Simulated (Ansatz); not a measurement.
# N (P6_3/mmc) in Ansatz: reference runs

Reference runs on N: the cell as given.

Everything below comes from runs of Ansatz 0.2.0. Logs are shortened: lines on timing, memory, paths and dates and some standing lists are left out, and cuts for length are marked.

### 1 The crystal as given

It takes space group P6_3/mmc (No. 194, hexagonal). The conventional cell has a = 4.167 Å, b = 4.167 Å, c = 7.006 Å, α = 90.00°, β = 90.00°, γ = 120.00°. Around N (site symmetry 3m) lie 1 N at 1.11 Å.

### 2 Single point, PBE

File input.yaml:

```yaml
crystal:
  lattice:
    - [4.1672328106, 0.0, 0.0]
    - [-2.0836164053, 3.6089294775, 0.0]
    - [0.0, 0.0, 7.00600351]
  atoms:
    - { symbol: "N", position: [0.6666666667, 0.3333333333, 0.67106996] }
    - { symbol: "N", position: [0.6666666667, 0.3333333333, 0.82893004] }
    - { symbol: "N", position: [0.3333333333, 0.6666666667, 0.17106996] }
    - { symbol: "N", position: [0.3333333333, 0.6666666667, 0.32893004] }
kpoints:
  mp_grid: { grid: [7, 7, 4] }
scf:
  occupations: { method: fermi_dirac, width: 0.05 }
hamiltonian:
  xc: pbe
  pseudopotentials: { kind: all_electron, lapw: { basis_error: 0.001 } }
output:
  forces: true
  stress: true
  eigenvalues: true
  populations: true
```

Potentials or basis: all-electron LAPW, scalar-relativistic.

On the command line:

```console
$ ansatz run input.yaml --threads 2 --pin off --max-ram 6144MiB --backend cpu --events-out ev --progress --plain --runs-dir out
```

Standard output:

```text
Warning: RAYON_NUM_THREADS=2 ignored (pool sized by the plan → 2); use --threads N
N: projections on atomic orbitals take those of the free atom 1s2 2s2 2p3, of charge +0.00 (hamiltonian.pseudopotentials.projection_atoms)
LAPW: plane waves up to 15.820 Å⁻¹, error target 1.0e-3 eV per atom; small_component_spin mean_spin; N in spheres of 0.553 Å, 7 of its electrons in bands, Dirac shells [] (how accurate: hamiltonian.pseudopotentials.lapw.basis_error, Limitations)
Engine: ansatz 0.2.0, aarch64-unknown-linux-gnu
Pseudopotentials: kind: all_electron
Pseudopotential: N, LAPW, valence charge 7, lapw/all_electron/scalar/gaussian/N, Koelling and Harmon's equation, gaussian nucleus
Functional definition: PBE
  parameter kappa = 0.804
  parameter beta = 0.06672455060314922
  exchange = pbe_x(kappa = kappa, mu = beta*pi^2/3)
  correlation = pbe_c(beta = beta)
Crystal: 4 atoms, lattice volume = 105.365 Å³
Basis set: ecut = 953.4855487720405 eV, 7079 PW (Γ), exchange–correlation at level 2
Bands: 18, of which v1, the nominal top of the filled ones, is band 14 counted from 1 (13 counted from 0)
Symmetry: 24 space group operations
Space group: P63/mmc (ITA 194), of the structure as read, at distance tolerance 4.7e-5 Å
k-points: 24 of 196
Non-local potential: N, projectors of the file, none
Initial density: superposition of atomic densities (chi_scale 0.1, normalization cell)
Initial wavefunctions: plane waves of lowest kinetic energy (no species holds an atomic orbital)
Functional: x = pbe(κ = 0.804, μ = 0.2195149727645171), c = pbe(β = 0.06672455060314922)
iter 1 solved again at ethr=1.37e-2 eV; its pass at ethr=1.00e-1 eV (dr2=3.82e0 eV) is discarded
SCF iter   1: F=—  HF=-5962.402618 eV  |F-HF|=—  |Δ(HF+E_count)|=         —  Δρ=8.14e-2  dr2=3.92e0  ethr=1.37e-2  ⟨swp⟩=2.0  Hψ=2843  notcnv=0
preconditioner: auto → Resta (q_TF=auto, 2.188 Å⁻¹)  ε∞=2.4  [insulator: Δε(μ)=7.889 eV  Ē_g=13.486 eV  σ=0.050 eV  W_gap=1.00  n_scr=22 (ndim 8)  ℏωp=16.2 eV  f_vac=0.363  D(μ)=0.00/eV (n_scr^D=0)  ε∞_Penn≈2.4]
SCF iter   2: F=—  HF=-5960.878289 eV  |F-HF|=—  |Δ(HF+E_count)|=    1.52e0  Δρ=3.49e-2  dr2=6.08e-1  ethr=1.37e-2  ⟨swp⟩=3.0  Hψ=1291  notcnv=0
iter 3 solved again at ethr=5.75e-5 eV; its pass at ethr=2.17e-3 eV (dr2=1.61e-2 eV) is discarded
SCF iter   3: F=—  HF=-5960.626236 eV  |F-HF|=—  |Δ(HF+E_count)|=   2.52e-1  Δρ=5.41e-3  dr2=1.54e-2  ethr=5.75e-5  ⟨swp⟩=3.0  Hψ=2258  notcnv=0
SCF iter   4: F=—  HF=-5960.622876 eV  |F-HF|=—  |Δ(HF+E_count)|=         —  Δρ=5.33e-4  dr2=6.40e-4  ethr=5.49e-5  ⟨swp⟩=2.0  Hψ=1043  notcnv=0
the basis was enlarged: its passes take 151.0 KiB over the memory plan, 2 of 2 planned eigensolver slots
SCF iter   5: F=—  HF=-5960.622969 eV  |F-HF|=—  |Δ(HF+E_count)|=   9.34e-5  Δρ=3.22e-4  dr2=7.06e-5  ethr=2.29e-6  ⟨swp⟩=3.0  Hψ=1201  notcnv=0
SCF iter   6: F=—  HF=-5960.622949 eV  |F-HF|=—  |Δ(HF+E_count)|=   2.07e-5  Δρ=2.53e-5  dr2=4.84e-7  ethr=2.52e-7  ⟨swp⟩=3.0  Hψ=1203  notcnv=0
SCF iter   7: F=-5960.622949 eV  HF=-5960.622949 eV  |F-HF|=3.54e-8  |Δ(HF+E_count)|=   3.23e-7  Δρ=3.79e-6  dr2=2.02e-8  ethr=1.73e-9  ⟨swp⟩=3.0  Hψ=1137  notcnv=0
SCF 1 converged in 7 iterations: F = -5960.622949 eV  dr2 = 2.02e-8
SCF converged after 7 iterations
Free energy (F): -5960.622949 eV
Harris-Foulkes:  -5960.622949 eV  (|F-HF|=3.54e-8)
Internal energy: -5960.622949 eV  (E = F + TS)
E sigma→0 (E₀):  -5960.622949 eV
Fermi energy:    -2.384708 eV
--- Per-component energies (eV) ---
  E_band       = -3259.588984
  E_kinetic    = 5946.380779
  E_xc         = -739.216410
  E_electrostatic = -11167.787318  (all electrons and nuclei)
  E_smearing   = -0.000000  (= −TS)
  E_closure    = 0.000000  (closes the sum)
  E_atoms      = -5926.970060  (free atoms, spherical and without spin; not in F)
  Σ components = -5960.622949   (vs F -5960.622949, Δ=0.00e0)
  Basis errors (estimates in eV, not in F): energy 6.0e-4 per atom: plane waves 5.7e-4 (3.8e-4 summed), levels above the bands 5.2e-58, relativity 6.4e-8, radial functions 2.9e-5, core shells 0.0e0; eigenvalues (radial functions only) 1.3e-6; not estimated: angular momenta, meshes, grids; target (lapw.basis_error) 1.0e-3; muffin-tin radii N 0.553 Å
--- Forces (eV/Å), atoms counted from 1 ---
  atom   1  N     -0.00000000    -0.00000000     0.59737812
  atom   2  N      0.00000000    -0.00000000    -0.59737812
  atom   3  N     -0.00000000     0.00000000     0.59737812
  atom   4  N      0.00000000     0.00000000    -0.59737812
  max |Σ_I F_I| component: 5.78e-19 eV/Å
--- Stress (GPa, compression-positive) ---
        0.240623      -0.000000       0.000000
        0.000000       0.240623       0.000000
        0.000000       0.000000      -1.647192
  P = ⅓ Tr σ = -0.3886 GPa (-3.886 kbar)
--- Band table (eV; the first three rows and the last of 24) ---
  k-point 0: bands = ["-379.6190", "-379.6190", "-379.5860", "-379.5860", "-24.2817", "-24.2560", "-10.0964", "-9.3684", "-7.6062", "-7.6062", "-7.5077", "-7.5077", "-7.0103", "-5.9236", "1.8734", "1.8734", "2.3441", "2.3441"]
  k-point 1: bands = ["-379.6190", "-379.6190", "-379.5860", "-379.5860", "-24.2780", "-24.2598", "-10.0129", "-9.5089", "-7.5920", "-7.5920", "-7.5223", "-7.5223", "-6.8188", "-6.0612", "1.9379", "1.9379", "2.2702", "2.2702"]
  k-point 2: bands = ["-379.6190", "-379.6190", "-379.5860", "-379.5860", "-24.2689", "-24.2689", "-9.7868", "-9.7868", "-7.5574", "-7.5574", "-7.5574", "-7.5574", "-6.4156", "-6.4156", "2.0993", "2.0993", "2.0993", "2.0993"]
  k-point 23: bands = ["-379.6190", "-379.6190", "-379.5860", "-379.5860", "-24.2535", "-24.2535", "-9.6914", "-9.6914", "-7.7661", "-7.7661", "-7.6960", "-7.6960", "-6.3396", "-6.3396", "1.6757", "1.6757", "1.8526", "1.8526"]
--- Löwdin populations: 4 sites ---
  site symbol       q [e]
     0      N      6.9031
     1      N      6.9031
     2      N      6.9031
     3      N      6.9031
  spilling = 0.013845 (of n_electrons = 28.000000)
```

populations.tsv:

```text
# site	symbol	l	j	q
# orbitals = lowdin
# n_electrons = 28.000000
# spilling = 0.013845
# projection_atom_N: 1s2 2s2 2p3
0	N	0_1S	-	1.994065
0	N	0_2S	-	1.596670
0	N	1_2P	-	3.312348
1	N	0_1S	-	1.994065
1	N	0_2S	-	1.596670
1	N	1_2P	-	3.312348
2	N	0_1S	-	1.994065
2	N	0_2S	-	1.596670
2	N	1_2P	-	3.312348
3	N	0_1S	-	1.994065
3	N	0_2S	-	1.596670
3	N	1_2P	-	3.312348
```

Run time: 24 s. Hardware: 2 threads of Arm Neoverse V2, shared host; peak memory 1.4 GiB.

What came out:

```yaml
Free_energy: -5960.6229 eV
Pressure: -0.4 GPa
Largest_force: 0.597 eV/Å
Band_gap_on_the_k_mesh: 7.09 eV, indirect (least direct gap 7.36 eV)
```

Forces on the atoms (eV/Å):
```
N    0.000  0.000  0.597
N    0.000  0.000 -0.597
N    0.000  0.000  0.597
N    0.000  0.000 -0.597
```

Stress tensor (GPa, compression positive):
```
 0.24  0.00  0.00
 0.00  0.24  0.00
 0.00  0.00 -1.65
```

Levels at points of the mesh, in eV from the valence-band top:
| k point | band 12 | band 13 | band 14 | band 15 | band 16 | band 17 |
| --- | --- | --- | --- | --- | --- | --- |
| (0.00, 0.00, 0.00) | -1.58 | -1.09 | 0.00 | 7.80 | 7.80 | 8.27 |
| (0.00, 0.00, -0.50) | -1.63 | -0.49 | -0.49 | 8.02 | 8.02 | 8.02 |

Caveat: an odd mesh through Γ misses points on the zone boundary, where band edges often lie. PBE gaps usually lie below the measured ones, often by a third to a half.
